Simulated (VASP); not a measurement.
# VASP 6.6.1, PBE single-point calculation, Ge (strained diamond)

INCAR

```
ISMEAR = -1
PREC = Accurate
NSW = 0
NELM = 120
LREAL = .FALSE.
LWAVE = .FALSE.
GGA = PE
LCHARG = .FALSE.
LASPH = .TRUE.
ENCUT = 520
SIGMA = 0.02
EDIFF = 1E-7
ISIF = 2
NBANDS = 21
IBRION = -1
```

KPOINTS

```
KPOINTS created by Atomic Simulation Environment
0
Gamma
8 8 8
0 0 0
```

KPOINTS_OPT

```
special points
7
Reciprocal
0.0000000000 0.0000000000 0.0000000000 1
0.5000000000 0.0000000000 0.5000000000 1
0.6250000000 0.2500000000 0.6250000000 1
0.3750000000 0.3750000000 0.7500000000 1
0.5000000000 0.5000000000 0.5000000000 1
0.5000000000 0.2500000000 0.7500000000 1
-0.0056970000 -0.0056970000 0.0000000000 1
```

POSCAR

```
Ge
 1.0000000000000000
     0.0000000000000000    2.8368735120999999    2.8652422471999999
     2.8368735120999999    0.0000000000000000    2.8652422471999999
     2.8368735120999999    2.8368735120999999    0.0000000000000000
 Ge
   2
Cartesian
  0.0000000000000000  0.0000000000000000  0.0000000000000000
  1.4184367560500000  1.4184367560500000  1.4326211235999999
```

VASP ran with the recommended PBE PAW datasets (28 valence electrons in the cell).

Command

```
mpirun -np 1 vasp_std
```

OSZICAR

```
N       E                     dE             d eps       ncg     rms          rms(c)
DAV:   1     0.188102449514E+03    0.18810E+03   -0.14499E+04  2750   0.363E+03
DAV:   2     0.184503937904E+02   -0.16965E+03   -0.16461E+03  2498   0.618E+02
DAV:   3    -0.819270116114E+01   -0.26643E+02   -0.26461E+02  2863   0.143E+02
DAV:   4    -0.908146624049E+01   -0.88877E+00   -0.88829E+00  2778   0.307E+01
DAV:   5    -0.909621133359E+01   -0.14745E-01   -0.14745E-01  2788   0.432E+00    0.313E+00
DAV:   6    -0.904099115068E+01    0.55220E-01   -0.20700E-02  2860   0.144E+00    0.186E+00
DAV:   7    -0.901190357002E+01    0.29088E-01   -0.46295E-02  2716   0.196E+00    0.147E-01
DAV:   8    -0.901363201466E+01   -0.17284E-02   -0.60037E-03  2803   0.965E-01    0.426E-02
DAV:   9    -0.901378045168E+01   -0.14844E-03   -0.22595E-04  2812   0.212E-01    0.159E-02
DAV:  10    -0.901380340905E+01   -0.22957E-04   -0.44938E-05  2882   0.732E-02    0.608E-03
DAV:  11    -0.901380529284E+01   -0.18838E-05   -0.67719E-06  3106   0.438E-02    0.170E-03
DAV:  12    -0.901380530022E+01   -0.73805E-08   -0.24463E-07  2379   0.894E-03
   1 F= -.90138053E+01 E0= -.90137411E+01  d E =-.128375E-03
       N       E                     dE             ncg
DAV:   1     0.886763153834E+03   -0.63554E+04      327
DAV:   2    -0.333671483063E+03   -0.12204E+04      294
DAV:   3    -0.529917515646E+03   -0.19625E+03      334
DAV:   4    -0.536526451567E+03   -0.66089E+01      349
DAV:   5    -0.536639460824E+03   -0.11301E+00      334
DAV:   6    -0.536642634189E+03   -0.31734E-02      349
DAV:   7    -0.536642773643E+03   -0.13945E-03      355
DAV:   8    -0.536642779425E+03   -0.57823E-05      354
DAV:   9    -0.536642779766E+03   -0.34135E-06      334
DAV:  10    -0.536642779777E+03   -0.10144E-07      222
```

From OUTCAR

```
k-points           NKPTS =     59   k-points in BZ     NKDIM =     59   number of bands    NBANDS=     21

   NELECT =      28.0000    total number of electrons

   dimension x,y,z NGX =    30 NGY =   30 NGZ =   30
   dimension x,y,z NGXF=    60 NGYF=   60 NGZF=   60

  energy-cutoff  :      520.00
  volume of cell :       46.12
      direct lattice vectors                 reciprocal lattice vectors
     0.000000000  2.836873512  2.865242247    -0.176250368  0.176250368  0.174505315
     2.836873512  0.000000000  2.865242247     0.176250368 -0.176250368  0.174505315
     2.836873512  2.836873512  0.000000000     0.176250368  0.176250368 -0.174505315

 k-points in reciprocal lattice and weights: KPOINTS created by Atomic Simulation Env
   0.00000000  0.00000000  0.00000000       0.002
   0.12500000 -0.00000000  0.00000000       0.016
   0.25000000 -0.00000000  0.00000000       0.016
   0.37500000  0.00000000  0.00000000       0.016
   0.50000000 -0.00000000  0.00000000       0.008
   0.12500000  0.12500000  0.00000000       0.004
   0.25000000  0.12500000  0.00000000       0.016
   0.37500000  0.12500000  0.00000000       0.016
   ...

 E-fermi :   4.8429

 k-point     1 :       0.0000    0.0000    0.0000
  band No.  band energies     occupation
      1     -19.9721      2.00000
      2     -19.9721      2.00000
      3     -19.9700      2.00000
      4     -19.9369      2.00000
      5     -19.9364      2.00000
      6     -19.7387      2.00000
      7     -19.7344      2.00000
      8     -19.7344      2.00000
      9     -19.7255      2.00000
     10     -19.7225      2.00000
     11      -7.8156      2.00000
     12       4.6841      1.99929
     13       4.7661      1.95789
     14       4.8430      0.99665
     15       4.8430      0.99650
     16       7.3473      0.00000
     17       7.3473      0.00000
     18       7.3958      0.00000
     19      11.1998      0.00000
     20      14.1485      0.00000
     21      14.3482      0.00000

 k-point     2 :       0.1250   -0.0000    0.0000
  band No.  band energies     occupation
      1     -19.9798      2.00000
      2     -19.9784      2.00000
      3     -19.9690      2.00000
      4     -19.9260      2.00000
      5     -19.9258      2.00000
      6     -19.7480      2.00000
      7     -19.7476      2.00000
      8     -19.7383      2.00000
      9     -19.7140      2.00000
     10     -19.7139      2.00000
     11      -7.6287      2.00000
     12       2.4363      2.00000
     13       4.4623      2.00000
     14       4.5189      2.00000
     15       5.7757      0.00000
     16       7.7896      0.00000
     17       7.8118      0.00000
     18       8.2543      0.00000
     19      12.1143      0.00000
     20      13.2994      0.00000
     21      13.4388      0.00000

 k-point     3 :       0.2500   -0.0000    0.0000
  band No.  band energies     occupation
      1     -19.9896      2.00000
      2     -19.9878      2.00000
      3     -19.9631      2.00000
      4     -19.9096      2.00000
      5     -19.9095      2.00000
      6     -19.7614      2.00000
      7     -19.7605      2.00000
      8     -19.7452      2.00000
      9     -19.7049      2.00000
     10     -19.7033      2.00000
     11      -7.0868      2.00000
     12       0.1236      2.00000
     13       3.9188      2.00000
     14       3.9893      2.00000
     15       5.4283      0.00000
     16       8.4230      0.00000
     17       8.4322      0.00000
     18      10.3493      0.00000
     19      12.7998      0.00000
     20      13.1073      0.00000
     21      13.1458      0.00000

 k-point     4 :       0.3750    0.0000    0.0000
  band No.  band energies     occupation
      1     -19.9947      2.00000
      2     -19.9924      2.00000
      3     -19.9571      2.00000
      4     -19.8997      2.00000
      5     -19.8993      2.00000
      6     -19.7687      2.00000
      7     -19.7671      2.00000
      8     -19.7523      2.00000
      9     -19.7004      2.00000
     10     -19.6975      2.00000
     11      -6.2951      2.00000
     12      -1.7900      2.00000
     13       3.5314      2.00000
     14       3.6147      2.00000
     15       5.0725      0.00002
     16       8.5622      0.00000
     17       8.6091      0.00000
     18      12.0409      0.00000
     19      13.0131      0.00000
     20      14.2487      0.00000
     21      14.2941      0.00000

 k-point     5 :       0.5000   -0.0000    0.0000
  band No.  band energies     occupation
      1     -19.9960      2.00000
      2     -19.9935      2.00000
      3     -19.9545      2.00000
      4     -19.8970      2.00000
      5     -19.8965      2.00000
      6     -19.7704      2.00000
      7     -19.7686      2.00000
      8     -19.7552      2.00000
      9     -19.6992      2.00000
     10     -19.6958      2.00000
     11      -5.7712      2.00000
     12      -2.6955      2.00000
     13       3.3963      2.00000
     14       3.4845      2.00000
     15       4.9444      0.01238
     16       8.5280      0.00000
     17       8.5852      0.00000
     18      11.9417      0.00000
     19      15.2620      0.00000
     20      15.6798      0.00000
     21      15.8989      0.00000

 k-point     6 :       0.1250    0.1250    0.0000
  band No.  band energies     occupation
      1     -19.9781      2.00000
      2     -19.9777      2.00000
      3     -19.9777      2.00000
      4     -19.9280      2.00000
      5     -19.9134      2.00000
      6     -19.7706      2.00000
      7     -19.7332      2.00000
      8     -19.7261      2.00000
      9     -19.7261      2.00000
     10     -19.7089      2.00000
     11      -7.5680      2.00000
     12       2.3545      2.00000
     13       3.9924      2.00000
     14       3.9924      2.00000
     15       6.7710      0.00000
     16       6.9332      0.00000
     17       8.5191      0.00000
     18       8.5191      0.00000
     19      12.0850      0.00000
     20      12.3816      0.00000
     21      14.6076      0.00000

 k-point     7 :       0.2500    0.1250    0.0000
  band No.  band energies     occupation
      1     -19.9916      2.00000
      2     -19.9857      2.00000
      3     -19.9692      2.00000
      4     -19.9148      2.00000
      5     -19.8941      2.00000
      6     -19.7901      2.00000
      7     -19.7485      2.00000
      8     -19.7288      2.00000
      9     -19.7121      2.00000
     10     -19.7001      2.00000
     11      -7.1422      2.00000
     12       0.6267      2.00000
     13       3.3269      2.00000
     14       3.4461      2.00000
     15       6.7329      0.00000
     16       7.3952      0.00000
     17       9.3487      0.00000
     18       9.6098      0.00000
     19      12.0154      0.00000
     20      13.6910      0.00000
     21      14.3565      0.00000

 k-point     8 :       0.3750    0.1250    0.0000
  band No.  band energies     occupation
      1     -20.0017      2.00000
      2     -19.9932      2.00000
      3     -19.9552      2.00000
      4     -19.9005      2.00000
      5     -19.8822      2.00000
      6     -19.7984      2.00000
      7     -19.7635      2.00000
      8     -19.7436      2.00000
      9     -19.7008      2.00000
     10     -19.6904      2.00000
     11      -6.4110      2.00000
     12      -1.2706      2.00000
     13       2.6319      2.00000
     14       3.1416      2.00000
     15       6.4157      0.00000
     16       8.0918      0.00000
     17       9.5552      0.00000
     18      10.4336      0.00000
     19      13.5419      0.00000
     20      14.0787      0.00000
     21      15.0835      0.00000

 k-point     9 :       0.5000    0.1250    0.0000
  band No.  band energies     occupation
      1     -20.0055      2.00000
      2     -19.9981      2.00000
      3     -19.9431      2.00000
      4     -19.8895      2.00000
      5     -19.8843      2.00000
      6     -19.7908      2.00000
      7     -19.7761      2.00000
      8     -19.7584      2.00000
      9     -19.6933      2.00000
     10     -19.6867      2.00000
     11      -5.6789      2.00000
     12      -2.5759      2.00000
     13       2.1713      2.00000
     14       3.1424      2.00000
     15       6.1911      0.00000
     16       8.3221      0.00000
     17       9.2963      0.00000
     18      12.0078      0.00000
     19      13.7079      0.00000
     20      15.5219      0.00000
     21      15.9112      0.00000

 ...

  Total        0.7015096      0.7015096      0.5080087      0.0000000      0.0000000      0.0000000
  in kB       24.3709751     24.3709751     17.6486088      0.0000000      0.0000000      0.0000000
  external PRESSURE =      22.1301864 kB  Pullay stress =       0.0000000 kB

 POSITION                                       TOTAL-FORCE (eV/Angst)
 -----------------------------------------------------------------------------------
      0.00000      0.00000      0.00000         0.000000      0.000000      0.000000
      1.41844      1.41844      1.43262        -0.000000     -0.000000     -0.000000
 -----------------------------------------------------------------------------------
    total drift:                                0.000000     -0.000000      0.000000

  FREE ENERGIE OF THE ION-ELECTRON SYSTEM (eV)
  ---------------------------------------------------
  free  energy   TOTEN  =        -9.0138053002 eV

  energy  without entropy=       -9.0136769248  energy(sigma->0) =       -9.01374111
```

```json
{
 "gap between bands v and c": "0.00 eV",
 "least direct gap": "0.00 eV",
 "pressure": "2.2 GPa"
}
```

Band v is the last that the valence electrons fill when counted band by band, and c is the next.

The run took about 50 s on one core of a shared host (Intel Xeon Platinum 8488C) and held 0.21 GiB at most.
